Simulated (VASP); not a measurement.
TiAl3:

```
CELL_PARAMETERS angstrom
-1.91111 1.91111 4.28067
1.91111 -1.91111 4.28067
1.91111 1.91111 -4.28067
ATOMIC_POSITIONS crystal
Ti 0.00000 0.00000 0.00000
Al 0.25000 0.75000 0.50000
Al 0.75000 0.25000 0.50000
Al 0.50000 0.50000 0.00000
```

The cell comes from a database or a generator and needn't be the stable form of this composition.

```yaml
Program: VASP 6.6.1
Task: relaxation of cell and atoms
Functional: PBE
Dispersion: D3(BJ)
Potentials_or_basis: VASP PAW PBE potentials, release 64 (Ti_sv, Al)
Cutoff: 600 eV
k_mesh: 8 × 8 × 8
Occupations: fermi-dirac, width 0.05 eV
Spin: no spin polarisation
```

At the start: pressure -2.5 GPa; volume 15.63 Å³/atom.

Q: Where does the relaxation end?

A: Over 7 steps the energy falls by 2.8 meV/atom and the volume is 15.29 Å³/atom (-2.2 %); space group I4/mmm (No. 139, to 0.05 Å).

Step by step:
| step | energy change (eV) | largest force (eV/Å) | pressure (GPa) | volume (Å³) |
| --- | --- | --- | --- | --- |
| 1 | 0.0000 | 0.0000 | -2.48 | 62.54 |
| 2 | -0.0075 | 0.0000 | 1.49 | 60.38 |
| 3 | -0.0110 | 0.0000 | 0.00 | 61.14 |
| 4 | -0.0110 | 0.0000 | -0.04 | 61.17 |
| 5 | -0.0110 | 0.0000 | -0.05 | 61.17 |
| 6 | -0.0110 | 0.0000 | -0.05 | 61.17 |
| 7 | -0.0110 | 0.0000 | -0.05 | 61.17 |

Final structure:
```cif
data_structure
_symmetry_space_group_name_H-M 'P 1'
_symmetry_Int_Tables_number 1
_cell_length_a 5.0230
_cell_length_b 5.0230
_cell_length_c 5.0230
_cell_angle_alpha 135.601
_cell_angle_beta 135.601
_cell_angle_gamma 64.597
_cell_volume 61.17
loop_
_atom_site_label
_atom_site_type_symbol
_atom_site_fract_x
_atom_site_fract_y
_atom_site_fract_z
_atom_site_occupancy
Ti1 Ti 0.00000 0.00000 0.00000 1
Al1 Al 0.25000 0.75000 0.50000 1
Al2 Al 0.75000 0.25000 0.50000 1
Al3 Al 0.50000 0.50000 0.00000 1
```

Caveat: pairwise dispersion overbinds metals, which lowers pressure and volume.
